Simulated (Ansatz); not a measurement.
# ZnS (F-43m) in Ansatz: a series of runs

Runs on ZnS. Level: HSE06 form with a typed share of exact exchange. Tasks: single point.

All numbers are computed with Ansatz 0.2.0; they aren't measurements. Logs are shortened: lines on timing, memory, paths and dates and some standing lists are left out, and cuts for length are marked.

**What was measured.**

From “Electronic, vibrational, and thermodynamic properties of ZnS (zincblende and rocksalt structure)”, 2009, arxiv:0911.5022, for a bulk crystal of ZnS at 19 K: band gap 3.85 eV (direct).

The results are compared with them further down.

**1. The structure**

Symmetry: F-43m, No. 216, cubic system. The conventional cell has a = 5.404 Å, b = 5.404 Å, c = 5.404 Å, α = 90.00°, β = 90.00°, γ = 90.00°. Around Zn (site symmetry -43m) lie 4 S at 2.34 Å. Around S (site symmetry -43m) lie 4 Zn at 2.34 Å.

**2. Single point, HSE06 form with a typed share of exact exchange**

input.yaml reads:

```yaml
crystal:
  lattice:
    - [0.0, 2.702, 2.702]
    - [2.702, 0.0, 2.702]
    - [2.702, 2.702, 0.0]
  atoms:
    - { symbol: Zn, position: [0.75, 0.75, 0.75] }
    - { symbol: S, position: [0.0, 0.0, 0.0] }
hamiltonian:
  xc: { exchange: pbe, correlation: pbe, exx: { coeff: 0.2, omega: 0.2 } }
  pseudopotentials: { kind: paw }
kpoints:
  mp_grid: { grid: [5, 5, 5] }
scf:
  occupations: { method: fermi_dirac, width: 0.05 }
output:
  forces: true
  stress: true
  eigenvalues: true
```

Potentials or basis: Ansatz PAW.

The run is started by

```
> ansatz run input.yaml --threads 2 --pin off --max-ram 5632MiB --backend cpu --events-out ev --progress --plain --runs-dir out
```

Log:

```text
Warning: output.stress: scf.convergence.dr2_threshold = 1e-7 eV (the SCF's general default) is looser than the 2e-10 eV advised for a printed stress (1e-10 eV for each atom of the cell: 2). What an SCF threshold leaves in a stress goes as its square root, and in the free energy as the threshold itself, and one threshold admits the most on a small cell: of the crystals measured, under no hybrid functional and no lock of the moments, on runs that ended without the residual-converged pass, on stresses that held no estimate of that error, the worst erred by over 100 MPa in a component at 1e-7 eV an atom and by under 5 at 1e-10. Set scf.convergence.dr2_threshold to 2e-10 eV or tighter. The threshold is an SCF's pass mark: one that does not reach it within its budget of iterations ends unconverged, or closes short of it on a stop that the run arms, and scf.convergence.dr2_threshold's page says what that costs each kind of run
Warning: output.stress: scf.exx.energy_threshold = 1e-6 eV is looser than the 2e-8 eV advised for a stress under a hybrid functional (1e-8 eV for each atom of the cell: 2). Every SCF of the exchange loop can meet its threshold on dr2 while the loop round them stops early: no threshold on dr2 bounds what that leaves in the stress. Set scf.exx.energy_threshold to 2e-8 eV or tighter. The threshold is the loop's pass mark: a loop that does not reach it within its budget of cycles ends unconverged, and scf.exx.energy_threshold's page has the law
Warning: RAYON_NUM_THREADS=2 ignored (pool sized by the plan → 2); use --threads N
Engine: ansatz 0.2.0, x86_64-unknown-linux-gnu
Pseudopotentials: kind: paw
Pseudopotential: Zn, paw, valence charge 12, recommended cutoff 420 eV (normal), Zn.paw.azcp
Pseudopotential: S, paw, valence charge 6, recommended cutoff 420 eV (normal), S.paw.azcp
Functional definition: unnamed
  parameter a_1 = 0.2
  parameter omega_1 = 0.2/angstrom
  exchange = pbe_x + (-a_1)*pbe_x_sr(omega_1) + a_1*exact_x_sr(omega_1)
  correlation = pbe_c
Crystal: 2 atoms, lattice volume = 39.454 Å³
Basis set: ecut = 420 eV, 749 PW (Γ), exchange–correlation on 54×54×54 points (8 copies of the dense FFT grid, shifted against one another)
Bands: 13, of which v1, the nominal top of the filled ones, is band 9 counted from 1 (8 counted from 0)
Symmetry: 24 space group operations
Space group: F-43m (ITA 216), of the structure as read, at distance tolerance 3.4e-5 Å
k-points: 10 of 125 (time reversal used)
Non-local potential: Zn, projectors of the file, l = 0: 2, l = 1: 2, l = 2: 3, l = 3: 1
Non-local potential: S, projectors of the file, l = 0: 2, l = 1: 2, l = 2: 2
PAW form: soft (Blöchl's): semilocal exchange-correlation on the pseudo side does not see the compensation charge
PAW frozen core: Zn, regenerated for the run's functional, and the local potential with it (the file was generated under x = pbe(κ = 0.804, μ = 0.2195149727645171), c = pbe(β = 0.06672455060314922))
PAW frozen core: S, regenerated for the run's functional, and the local potential with it (the file was generated under x = pbe(κ = 0.804, μ = 0.2195149727645171), c = pbe(β = 0.06672455060314922))
PAW one-centre angular grid: Zn, 590 points (default); XC on 64 Gauss nodes
PAW one-centre angular grid: S, 110 points (default); XC on 64 Gauss nodes
Initial density: superposition of atomic densities (neutral atoms: chi_scale 0, normalization atom), corrected by the library's trained network
Initial wavefunctions: pseudopotential atomic-orbital guess
Functional: x = pbe(κ = 0.804, μ = 0.2195149727645171), c = pbe(β = 0.06672455060314922), warm-up for x = pbe(κ = 0.804, μ = 0.2195149727645171) + 0.2 (exact − pbe) at short range (hse, ω = 0.2 Å⁻¹), c = pbe(β = 0.06672455060314922)
SCF iter   1: F=—  HF=-4222.719064 eV  |F-HF|=—  |Δ(HF+E_count)|=         —  Δρ=1.36e-3  dr2=6.83e-4  ethr=1.77e-3  ⟨swp⟩=9.0  Hψ=671  notcnv=0
preconditioner: auto → none  [insulator: Δε(μ)=2.107 eV  Ē_g=12.258 eV  σ=0.050 eV  W_gap=1.00  n_scr=14 (ndim 8)  ℏωp=25.1 eV  f_vac=0.026  D(μ)=0.00/eV (n_scr^D=0)]
SCF iter   2: F=-4222.718519 eV  HF=-4222.718964 eV  |F-HF|=4.45e-4  |Δ(HF+E_count)|=   9.97e-5  Δρ=1.17e-3  dr2=3.36e-4  ethr=3.79e-6  ⟨swp⟩=4.3  Hψ=442  notcnv=0  defer=3
SCF 1 stopped early in 2 iterations: F = -4222.718519 eV  dr2 = 3.36e-4
Initial density: handed on by an earlier stage of this run
Initial wavefunctions: those handed on with the density
Functional: x = pbe(κ = 0.804, μ = 0.2195149727645171) + 0.2 (exact − pbe) at short range (hse, ω = 0.2 Å⁻¹), c = pbe(β = 0.06672455060314922)
Exchange kernel: α = 0.2000, screened, ω = 0.2000 Å⁻¹, Wigner–Seitz truncation, v(0) = 1123.8239 eV·Å³, q-mesh 5×5×5, nearest image of the exchange supercell L = 19.11 Å, pair-density grid 15×15×15, without the augmentation charges, whose exchange is taken in its separable form by FFT convolution over the k-point mesh (sized by the pseudopotential files, 24×24×24 at the most), smooth part of the exact exchange by density-matrix convolution
Frozen-core exchange: fock
SCF iter   1: F=—  HF=-4223.260757 eV  |F-HF|=—  |Δ(HF+E_count)|=         —  Δρ=1.72e-2  dr2=6.02e-2  ethr=1.86e-5  ⟨swp⟩=5.4  Hψ=591  notcnv=0
preconditioner: auto → none  [insulator: Δε(μ)=3.096 eV  Ē_g=14.332 eV  σ=0.050 eV  W_gap=1.00  n_scr=14 (ndim 8)  ℏωp=25.1 eV  f_vac=0.026  D(μ)=0.00/eV (n_scr^D=0)]
SCF iter   2: F=—  HF=-4223.245906 eV  |F-HF|=—  |Δ(HF+E_count)|=   1.49e-2  Δρ=2.90e-3  dr2=4.34e-3  ethr=1.86e-5  ⟨swp⟩=4.4  Hψ=467  notcnv=0
SCF iter   3: F=—  HF=-4223.241659 eV  |F-HF|=—  |Δ(HF+E_count)|=   4.25e-3  Δρ=2.76e-3  dr2=1.75e-3  ethr=1.86e-5  ⟨swp⟩=4.0  Hψ=387  notcnv=0
iter 4 solved again at ethr=5.10e-7 eV; its pass at ethr=6.92e-6 eV (dr2=9.19e-5 eV) is discarded
SCF iter   4: F=—  HF=-4223.241589 eV  |F-HF|=—  |Δ(HF+E_count)|=   6.94e-5  Δρ=5.85e-4  dr2=6.29e-4  ethr=5.10e-7  ⟨swp⟩=3.0  Hψ=457  notcnv=0
eigensolver tolerance schedule: the retry pair's looser diagonalisation over-reported the residual by 0.16 of it (diagonalisation noise at 0.17 of the residual, at the tolerance the schedule requests for it); recorded, not acted on — ethr = c·dr2/N_el stays at c = 1.0e-1
SCF iter   5: F=—  HF=-4223.247093 eV  |F-HF|=—  |Δ(HF+E_count)|=   5.50e-3  Δρ=1.50e-3  dr2=4.38e-4  ethr=4.41e-7  ⟨swp⟩=4.9  Hψ=415  notcnv=0
SCF iter   6: F=—  HF=-4223.246935 eV  |F-HF|=—  |Δ(HF+E_count)|=   1.57e-4  Δρ=1.30e-4  dr2=8.78e-6  ethr=4.41e-7  ⟨swp⟩=4.0  Hψ=359  notcnv=0
SCF iter   7: F=-4223.246977 eV  HF=-4223.246980 eV  |F-HF|=2.75e-6  |Δ(HF+E_count)|=   4.48e-5  Δρ=1.36e-4  dr2=3.98e-6  ethr=1.73e-8  ⟨swp⟩=3.9  Hψ=394  notcnv=0
SCF 2 stopped early in 7 iterations: F = -4223.246977 eV  dr2 = 3.98e-6
hybrid outer 1: dexx = +5.623e-3 eV, tail = 2.69e-5 eV
Exchange kernel: α = 0.2000, screened, ω = 0.2000 Å⁻¹, Wigner–Seitz truncation, v(0) = 1123.8239 eV·Å³, q-mesh 5×5×5, nearest image of the exchange supercell L = 19.11 Å, pair-density grid 15×15×15, without the augmentation charges, whose exchange is taken in its separable form by FFT convolution over the k-point mesh (sized by the pseudopotential files, 24×24×24 at the most), smooth part of the exact exchange by density-matrix convolution
Frozen-core exchange: fock
SCF iter   1: F=—  HF=-4223.246676 eV  |F-HF|=—  |Δ(HF+E_count)|=         —  Δρ=6.30e-5  dr2=1.05e-6  ethr=7.48e-7  ⟨swp⟩=3.1  Hψ=277  notcnv=0
preconditioner: auto → none  [insulator: Δε(μ)=3.104 eV  Ē_g=14.120 eV  σ=0.050 eV  W_gap=1.00  n_scr=14 (ndim 8)  ℏωp=25.1 eV  f_vac=0.027  D(μ)=0.00/eV (n_scr^D=0)]
SCF iter   2: F=—  HF=-4223.246677 eV  |F-HF|=—  |Δ(HF+E_count)|=   1.32e-6  Δρ=3.00e-5  dr2=2.79e-7  ethr=5.02e-9  ⟨swp⟩=4.0  Hψ=376  notcnv=0
SCF iter   3: F=—  HF=-4223.246677 eV  |F-HF|=—  |Δ(HF+E_count)|=   3.57e-8  Δρ=7.77e-6  dr2=1.37e-8  ethr=1.28e-9  ⟨swp⟩=2.2  Hψ=225  notcnv=0  defer=1
SCF iter   4: F=-4223.246677 eV  HF=-4223.246677 eV  |F-HF|=2.00e-11  |Δ(HF+E_count)|=  9.34e-10  Δρ=1.29e-6  dr2=3.46e-9  ethr=5.75e-11  ⟨swp⟩=3.3  Hψ=359  notcnv=0
SCF 3 converged in 4 iterations: F = -4223.246677 eV  dr2 = 3.46e-9
  Residual-converged pass: ⟨swp⟩=2.6  Hψ=226  notcnv=0  max |occ|·‖R‖ = 2.4e-6 eV (tolerance 2.4e-6 eV)  dr2=3.46e-9  dr2_onsite=3.76e-10  max |Δocc| = 1.0e-22
hybrid outer 2: dexx = +7.112e-7 eV, tail = 1.08e-8 eV, Δε = 1.64e-3 eV (about 4.05e-5 eV left of the loop's levels)
hybrid SCF converged: 2 outer / 11 inner (+2 warm-up), last move |dexx| = 7.11e-7 eV, tail = 1.08e-8 eV
Stability not checked: this state was not tested for a lower state beside it, because the functional holds exact exchange (a hybrid, or Hartree-Fock), whose exchange loop this test does not read (fock_operator; see scf.lower_state_search)
Free energy (F): -4223.246677 eV
Frozen-core exchange: fock
Harris-Foulkes:  -4223.246677 eV  (|F-HF|=2.00e-11)
Internal energy: -4223.246677 eV  (E = F + TS)
E sigma→0 (E₀):  -4223.246677 eV
Fermi energy:    6.775192 eV
--- Per-component energies (eV) ---
  E_band       = -20.735304
  E_kinetic    = 237.972971
  E_local      = -2049.201710  (includes V_loc(G=0)·N_el)
  E_nonlocal   = 646.439095
  E_hartree    = 860.874852
  E_xc         = -195.992824
  E_vxc        = -117.183583  (∫ρ·V_xc dr)
  E_exx        = -42.737702  (= α·E_x^exact, valence–valence)
  E_paw        = -2427.666885  (= ΣΔE_a)
  E_vpaw       = -375.035636  (= ΣTr[D̂ρ^β])
  E_aug_tail   = -0.000364  (compensation charges beyond the density's cutoff)
  E_ewald      = -1253.379294
  E_core_change = 0.445183  (= ΣΔE_core)
  E_smearing   = -0.000000  (= −TS)
  E_closure    = -0.000000  (closes the sum)
  Σ components = -4223.246677   (vs F -4223.246677, Δ=-9.09e-13)
--- Forces (eV/Å), atoms counted from 1 ---
  atom   1  Zn     0.00000000     0.00000000     0.00000000
  atom   2  S     -0.00000000    -0.00000000     0.00000000
  max |Σ_I F_I| component: 5.55e-17 eV/Å
--- Stress (GPa, compression-positive) ---
        1.078880       0.000000       0.000000
        0.000000       1.078880       0.000000
       -0.000000       0.000000       1.078880
  P = ⅓ Tr σ = 1.0789 GPa (10.789 kbar)
--- Band table (eV; the first three rows and the last of 10) ---
  k-point 0: bands = ["-8.8862", "-2.3912", "-2.3912", "-2.3912", "-1.9413", "-1.9413", "5.1956", "5.1956", "5.1956", "8.2996", "12.6335", "12.6335", "12.6335"]
  k-point 1: bands = ["-8.5845", "-2.3463", "-2.3463", "-2.3339", "-1.9427", "-1.9427", "2.9390", "4.8489", "4.8489", "9.5898", "12.7647", "13.1666", "13.1666"]
  k-point 2: bands = ["-8.0182", "-2.2899", "-2.2899", "-1.9395", "-1.9229", "-1.9229", "0.2368", "4.3674", "4.3674", "9.5740", "13.2009", "13.2009", "14.7720"]
  k-point 9: bands = ["-7.6707", "-2.2337", "-2.1812", "-2.0232", "-1.9258", "-1.6378", "0.5242", "2.2261", "3.0602", "11.5810", "12.0393", "13.4046", "16.1939"]
```

Wall time 12 s (2 threads of AMD EPYC 7R32 (Zen 2), shared host); peak memory 0.78 GiB.

Results:

```
Free energy            : -4223.2467 eV
Pressure               : 1.1 GPa
Band gap on the k mesh : 3.10 eV, direct
```

Caveat: odd divisions of the mesh miss points on the zone boundary, where band edges often lie, so the gap on the mesh can be too wide; the PAW data sets come from PBE, with cores solved anew for the run's functional, which leaves a small shift of forces and pressure; the thresholds are loose for stress.

**3. Single point, HSE06 form with a typed share of exact exchange**

input.yaml: that of step 2 with these lines changed.

```diff
@@ -9,3 +9,3 @@
 hamiltonian:
-  xc: { exchange: pbe, correlation: pbe, exx: { coeff: 0.2, omega: 0.2 } }
+  xc: { exchange: pbe, correlation: pbe, exx: { coeff: 0.25, omega: 0.2 } }
   pseudopotentials: { kind: paw }
@@ -19 +19,5 @@
   eigenvalues: true
+  write_density: true
+  write_potential: true
+  elf: true
+  volumetric_format: npy
```

Potentials or basis: Ansatz PAW.

The run is started by

```
> ansatz run input.yaml --threads 2 --pin off --max-ram 5632MiB --backend cpu --events-out ev --progress --plain --runs-dir out
```

It took 12 s on 2 threads of AMD EPYC 7R32 (Zen 2), shared host; peak memory 0.79 GiB.

It converged, with:

| Property | Result |
| --- | --- |
| Free energy | -4223.3986 eV |
| Pressure | 1.0 GPa |
| Band gap on the k mesh | 3.36 eV, direct |

Levels at points of the mesh, in eV from the valence-band top:
```tsv
k point	band 5	band 6	band 7	band 8	band 9	band 10	band 11	band 12	band 13
(0.00, 0.00, 0.00)	-7.47	-7.47	0.00	0.00	0.00	3.36	7.71	7.71	7.71
```

Caveat: odd divisions of the mesh miss points on the zone boundary, where band edges often lie, so the gap on the mesh can be too wide; the PAW data sets come from PBE, with cores solved anew for the run's functional, which leaves a small shift of forces and pressure; the thresholds are loose for stress.

**4. Single point, HSE06 form with a typed share of exact exchange**

input.yaml: that of step 3 with these lines changed.

```diff
@@ -9,3 +9,3 @@
 hamiltonian:
-  xc: { exchange: pbe, correlation: pbe, exx: { coeff: 0.25, omega: 0.2 } }
+  xc: { exchange: pbe, correlation: pbe, exx: { coeff: 0.3, omega: 0.2 } }
   pseudopotentials: { kind: paw }
```

The run is started by

```
> ansatz run input.yaml --threads 2 --pin off --max-ram 5632MiB --backend cpu --events-out ev --progress --plain --runs-dir out
```

Run time: 12 s. Hardware: 2 threads of AMD EPYC 7R32 (Zen 2), shared host; peak memory 0.79 GiB.

Results (log left out):

```
Free energy            : -4223.5580 eV
Pressure               : 0.8 GPa
Band gap on the k mesh : 3.62 eV, direct
```

Levels at points of the mesh, in eV from the valence-band top:
```
           k point  band 6  band 7  band 8  band 9  band 10  band 11  band 12  band 13
(0.00, 0.00, 0.00)   -7.80    0.00    0.00    0.00     3.62     7.98     7.98     7.98
```

Caveat: odd divisions of the mesh miss points on the zone boundary, where band edges often lie, so the gap on the mesh can be too wide; the PAW data sets come from PBE, with cores solved anew for the run's functional, which leaves a small shift of forces and pressure; the thresholds are loose for stress.

**5. Overview**

```tsv
share of exact exchange	gap on the mesh (eV)	pressure (GPa)
0.2	3.10	1.1
0.25	3.36	1.0
0.3	3.62	0.8
```

Alike in all rows: task single point; level HSE06 form with a typed share of exact exchange; potentials or basis Ansatz PAW; no spin polarisation; cell as given; k mesh 5 × 5 × 5; cutoff (eV) 420; smearing fermi-dirac 0.05 eV.

On the cell as given the gap runs from 3.10 eV (HSE06 form with a typed share of exact exchange) to 3.62 eV (HSE06 form with a typed share of exact exchange).

Caveats: odd divisions of the mesh miss points on the zone boundary, where band edges often lie, so the gap on the mesh can be too wide; the PAW data sets come from PBE, with cores solved anew for the run's functional, which leaves a small shift of forces and pressure; the thresholds are loose for stress.

Total energies depend on the potentials used, so only differences within one code and one set of settings carry meaning.

**6. How close it comes**

Step 2. A measured gap of ZnS is 3.85 eV (direct; 19 K; quoted in “Electronic, vibrational, and thermodynamic properties of ZnS (zincblende and rocksalt structure)”, 2009, arxiv:0911.5022); the calculated 3.10 eV misses it by -0.75 eV. The value is that of HSE06 form with a typed share of exact exchange, without temperature or zero-point motion.

Step 3. Measured gap of ZnS: 3.85 eV (direct; 19 K; quoted in “Electronic, vibrational, and thermodynamic properties of ZnS (zincblende and rocksalt structure)”, 2009, arxiv:0911.5022). This calculation gives 3.36 eV (-0.49 eV). The value is that of HSE06 form with a typed share of exact exchange, without temperature or zero-point motion.

Step 4. A measured gap of ZnS is 3.85 eV (direct; 19 K; quoted in “Electronic, vibrational, and thermodynamic properties of ZnS (zincblende and rocksalt structure)”, 2009, arxiv:0911.5022); the calculated 3.62 eV misses it by -0.23 eV. The value is that of HSE06 form with a typed share of exact exchange, without temperature or zero-point motion.
